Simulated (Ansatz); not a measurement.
# Sn: stress in a strained cell

Aim: deform Sn (equal xy, yz and zx engineering shear strains of -3 %) and compute stress, forces and field gradients with LAPW, PAW and all-electron datasets made for the crystal.

Method: DFT LDA, scalar-relativistic, in Ansatz 0.2.0.

## 1. The system as given

It takes space group I4_1/amd (No. 141, tetragonal). The conventional cell has a = 5.832 Å, b = 5.832 Å, c = 3.181 Å, α = 90.00°, β = 90.00°, γ = 90.00°. Sn (site symmetry -4m2) is surrounded by 6 Sn at 3.02 to 3.18 Å.

As a file:

```cif
data_structure
_symmetry_space_group_name_H-M 'P 1'
_symmetry_Int_Tables_number 1
_cell_length_a 4.4198
_cell_length_b 4.4198
_cell_length_c 4.4198
_cell_angle_alpha 97.442
_cell_angle_beta 97.442
_cell_angle_gamma 137.813
_cell_volume 54.10
loop_
_atom_site_label
_atom_site_type_symbol
_atom_site_fract_x
_atom_site_fract_y
_atom_site_fract_z
_atom_site_occupancy
Sn1 Sn 0.00000 0.00000 0.00000 1
Sn2 Sn 0.75000 0.25000 0.50000 1
```

Atoms are numbered in the order of the input: Sn1, Sn2.

## 2. The deformed structure

Space group I4_1/amd before, C2/c after.

## 3. Full-potential LAPW

The input, input.yaml:

```yaml
crystal:
  lattice:
    - [-2.9834475, 2.935728, 1.59065]
    - [2.935728, -2.9834475, 1.59065]
    - [2.895972, 2.895972, -1.6781255]
  atoms:
    - { symbol: Sn, position: [0.0, 0.0, 0.0] }
    - { symbol: Sn, position: [0.75, 0.25, 0.5] }
kpoints:
  mp_grid: { grid: [15, 15, 15] }
  band_path:
    path:
      - [0.0, 0.0, 0.0]
      - [0.5, -0.5, 0.0]
      - [0.5, -0.5, 0.5]
      - [0.0, 0.0, 0.5]
      - [0.0, 0.0, 0.0]
      - [0.5, 0.0, 0.0]
      - [0.0, 0.0, 0.0]
      - [0.5, 0.0, -0.5]
    npoints: 5
scf:
  occupations: { method: fermi_dirac, width: 0.05 }
hamiltonian:
  xc: lda
  pseudopotentials: { kind: all_electron, lapw: { basis_error: 0.0005 } }
output:
  forces: true
  stress: true
  eigenvalues: true
```

On the command line:

```
ansatz run input.yaml --threads 1 --pin off --max-ram 3072MiB --backend cpu --events-out ev --progress --plain --runs-dir out
```

Output, cut to the lines that bear on the results:

```text
LAPW: plane waves up to 7.830 Å⁻¹, error target 5.0e-4 eV per atom; small_component_spin mean_spin; Sn in spheres of 1.500 Å, 22 of its electrons in bands, Dirac shells []
[...]
Pseudopotentials: kind: all_electron
Pseudopotential: Sn, LAPW, valence charge 22, Koelling and Harmon's equation, gaussian nucleus
Functional definition: SPW92
[...]
Crystal: 2 atoms, lattice volume = 54.059 Å³
Basis set: ecut = 233.60975478785312 eV, 435 PW (Γ), FFT grids on a1+a2, a2, a1+a2+a3, exchange–correlation at level 2
Bands: 27, of which v1, the nominal top of the filled ones, is band 22 counted from 1 (21 counted from 0)
Symmetry: 4 space group operations
Space group: C2/c (ITA 15), of the structure as read, at distance tolerance 3.8e-5 Å
k-points: 904 of 3375
[...]
SCF iter   1: F=—  HF=-335889.864288 eV  |F-HF|=—  |Δ(HF+E_count)|=         —  Δρ=9.87e-3  dr2=3.73e-2  ethr=8.43e-5  ⟨swp⟩=3.0  Hψ=167481  notcnv=0
[...]
SCF iter   8: F=-335889.828854 eV  HF=-335889.828854 eV  |F-HF|=3.88e-8  |Δ(HF+E_count)|=   3.55e-7  Δρ=1.14e-5  dr2=7.60e-8  ethr=1.74e-9  ⟨swp⟩=2.0  Hψ=70958  notcnv=0
[...]
NSCF: frozen V_eff on 36 k-points
SCF converged after 8 iterations
Free energy (F): -335889.828854 eV
[...]
E sigma→0 (E₀):  -335889.824643 eV
Entropy (-TS):   -0.008423 eV (-4.211 meV/atom)
Fermi energy:    13.411065 eV
[...]
--- Forces (eV/Å), atoms counted from 1 ---
  atom   1  Sn     0.06068188    -0.06068188     0.00000000
  atom   2  Sn    -0.06068188     0.06068188    -0.00000000
[...]
--- Stress (GPa, compression-positive) ---
       -1.377737       0.804999       0.847325
        0.804999      -1.377737       0.847325
        0.847325       0.847325      -2.269466
  P = ⅓ Tr σ = -1.6750 GPa (-16.750 kbar)
--- Band table (eV; the first three rows and the last of 904) ---
  k-point 0: bands = ["-115.5011", "-115.5002", "-71.4268", "-71.4265", "-71.4176", "-71.4167", "-71.4101", "-71.4087", "-8.1187", "-8.0268", "-7.9882", "-7.9696", "-7.8185", "-7.8182", "-7.8083", "-7.8072", "-7.7194", "-7.6087", "2.2211", "9.6617", "11.2290", "11.6736", "16.5245", [...]
[...]
```

Wall time 4.4 min (1 thread of Arm Neoverse V2, shared host); peak memory 2.3 GiB.

Result: pressure -1.67 GPa; no gap; largest force 0.086 eV/Å.

## 4. PAW with frozen cores

The input, input.yaml:

```yaml
crystal:
  lattice:
    - [-2.9834475, 2.935728, 1.59065]
    - [2.935728, -2.9834475, 1.59065]
    - [2.895972, 2.895972, -1.6781255]
  atoms:
    - { symbol: Sn, position: [0.0, 0.0, 0.0] }
    - { symbol: Sn, position: [0.75, 0.25, 0.5] }
kpoints:
  mp_grid: { grid: [15, 15, 15] }
scf:
  occupations: { method: fermi_dirac, width: 0.05 }
hamiltonian:
  xc: lda
  pseudopotentials: { kind: paw }
output:
  forces: true
  stress: true
  eigenvalues: true
  efg: { contact_densities: true }
```

On the command line:

```
ansatz run input.yaml --threads 1 --pin off --max-ram 3072MiB --backend cpu --events-out ev --progress --plain --runs-dir out
```

Output, cut to the lines that bear on the results:

```text
Sn: output.efg is read without spin–orbit coupling, which moves field gradients at and beside such atoms by some per cent and up to a factor of two; PAW files take it under magnetization.noncollinear and magnetization.spin_orbit
[...]
Pseudopotentials: kind: paw
Pseudopotential: Sn, paw, valence charge 14, recommended cutoff 420 eV (normal)
[... 1 set-up line as earlier in the session ...]
[...]
Crystal: 2 atoms, lattice volume = 54.059 Å³
Basis set: ecut = 420 eV, 1077 PW (Γ)
Bands: 18, of which v1, the nominal top of the filled ones, is band 14 counted from 1 (13 counted from 0)
[... 2 set-up lines as earlier in the session ...]
k-points: 904 of 3375
[...]
SCF iter   1: F=—  HF=-11759.054802 eV  |F-HF|=—  |Δ(HF+E_count)|=         —  Δρ=6.55e-3  dr2=1.04e-2  ethr=1.77e-3  ⟨swp⟩=6.0  Hψ=83544  notcnv=0
[...]
  atom   1  Sn     0.06087587    -0.06087587    -0.00000000
  atom   2  Sn    -0.06087587     0.06087587     0.00000000
[...]
--- Stress (GPa, compression-positive) ---
       -1.391040       0.804503       0.846896
        0.804503      -1.391040       0.846896
        0.846896       0.846896      -2.284479
  P = ⅓ Tr σ = -1.6889 GPa (-16.889 kbar)
--- PAW observables at the nuclei: V_zz in 10²¹ V/m², potentials from the cell's mean, atoms counted from 1 ---
  atom   1  Sn V_zz =    +4.545844   η = 0.0534   by run symmetry: allowed
            electrostatic potential = -8174.273853 V   contact ρ = 1231487.980479 e/Å³
  atom   2  Sn V_zz =    +4.545844   η = 0.0534   by run symmetry: allowed
            electrostatic potential = -8174.273853 V   contact ρ = 1231487.980479 e/Å³
--- Band table (eV; the first three rows and the last of 904) ---
  k-point 0: bands = ["-11.0942", "-11.0047", "-10.9643", "-10.9475", "-10.7967", "-10.7962", "-10.7864", "-10.7853", "-10.6962", "-10.5855", "-0.7408", "6.6978", "8.2676", "8.7122", "13.5614", "16.5910", "16.7133", "17.1826"]
[...]
```

Wall time 48 s (1 thread of Arm Neoverse V2, shared host); peak memory 0.9 GiB.

This run gives: pressure -1.69 GPa; no gap; largest force 0.086 eV/Å; Vzz Sn1 4.55 (η = 0.05) (10²¹ V/m²).

## 5. Datasets made for this crystal

Changes to input.yaml since step 4:

```diff
@@ -14,3 +14,3 @@
   xc: lda
-  pseudopotentials: { kind: paw }
+  pseudopotentials: { kind: all_electron, datasets: crystal }
 output:
```

On the command line:

```
ansatz run input.yaml --threads 1 --pin off --max-ram 3072MiB --backend cpu --events-out ev --progress --plain --runs-dir out
```

Output, cut to the lines that bear on the results:

```text
[...]
band count auto-derived: 20 (N_el = 28.0; filled up to band 14; 18 by the electrons, moments and atoms)
Sn: output.efg is read without spin–orbit coupling, which moves field gradients at and beside such atoms by some per cent and up to a factor of two; PAW files take it under magnetization.noncollinear and magnetization.spin_orbit
[...]
[... 1 set-up line as earlier in the session ...]
Pseudopotential: Sn, paw, valence charge 14, recommended cutoff 240 eV (normal), Koelling and Harmon's equation, gaussian nucleus
[... 1 set-up line as earlier in the session ...]
[...]
Crystal: 2 atoms, lattice volume = 54.059 Å³
Basis set: ecut = 240 eV, 461 PW (Γ)
Bands: 20, of which v1, the nominal top of the filled ones, is band 14 counted from 1 (13 counted from 0)
[... 2 set-up lines as earlier in the session ...]
k-points: 904 of 3375
[...]
  atom   1  Sn     0.06074755    -0.06074755    -0.00000000
  atom   2  Sn    -0.06074755     0.06074755     0.00000000
[...]
--- Stress (GPa, compression-positive) ---
       -1.377383       0.804996       0.847456
        0.804996      -1.377383       0.847456
        0.847456       0.847456      -2.269549
  P = ⅓ Tr σ = -1.6748 GPa (-16.748 kbar)
--- PAW observables at the nuclei: V_zz in 10²¹ V/m², potentials from the cell's mean, atoms counted from 1 ---
  atom   1  Sn V_zz =    +4.609096   η = 0.0505   by run symmetry: allowed
            electrostatic potential = -8170.256066 V   contact ρ = 1231370.642239 e/Å³
  atom   2  Sn V_zz =    +4.609096   η = 0.0505   by run symmetry: allowed
            electrostatic potential = -8170.256066 V   contact ρ = 1231370.642239 e/Å³
--- Band table (eV; the first three rows and the last of 904) ---
  k-point 0: bands = ["-8.1188", "-8.0263", "-7.9881", "-7.9691", "-7.8181", "-7.8178", "-7.8078", "-7.8068", "-7.7193", "-7.6087", "2.2212", "9.6618", "11.2290", "11.6736", "16.5244", "19.5517", "19.6739", "20.1450"]
[...]
```

Wall time 2 min (1 thread of Arm Neoverse V2, shared host); peak memory 1.6 GiB.

This run gives: pressure -1.67 GPa; no gap; largest force 0.086 eV/Å; Vzz Sn1 4.61 (η = 0.05) (10²¹ V/m²).

## 6. Stress and forces compared

Stress (GPa, compression positive):

```csv
method,xx,yy,zz,yz,xz,xy
LAPW,-1.38,-1.38,-2.27,0.85,0.85,0.80
PAW,-1.39,-1.39,-2.28,0.85,0.85,0.80
crystal datasets,-1.38,-1.38,-2.27,0.85,0.85,0.80
```

Forces (eV/Å):

```csv
atom,LAPW x,LAPW y,LAPW z,PAW x,PAW y,PAW z,crystal datasets x,crystal datasets y,crystal datasets z
Sn1,0.061,-0.061,0.000,0.061,-0.061,0.000,0.061,-0.061,0.000
Sn2,-0.061,0.061,0.000,-0.061,0.061,0.000,-0.061,0.061,0.000
```

| method | pressure (GPa) | largest force (eV/Å) | Vzz Sn1 (10²¹ V/m²) | SCF cycles, all passes |
| --- | --- | --- | --- | --- |
| LAPW | -1.67 | 0.086 | – | 8 |
| PAW | -1.69 | 0.086 | 4.55 | 7 |
| crystal datasets | -1.67 | 0.086 | 4.61 | 8 |

## 7. What came out

| quantity | value |
| --- | --- |
| pressure | LAPW -1.67, PAW -1.69, crystal datasets -1.67 GPa |
| largest shear or deviatoric stress (LAPW) | 0.85 GPa |

**Reading.** The largest part of the stress beyond the pressure is 0.85 GPa in size; the atoms are carried along and not relaxed. No run of the undeformed cell stands beside it, so the pressure holds what the given cell had before the change. PAW: stress within 0.02 GPa of LAPW, forces within 1 meV/Å. Crystal datasets: stress within 0.01 GPa of LAPW, forces within 1 meV/Å.
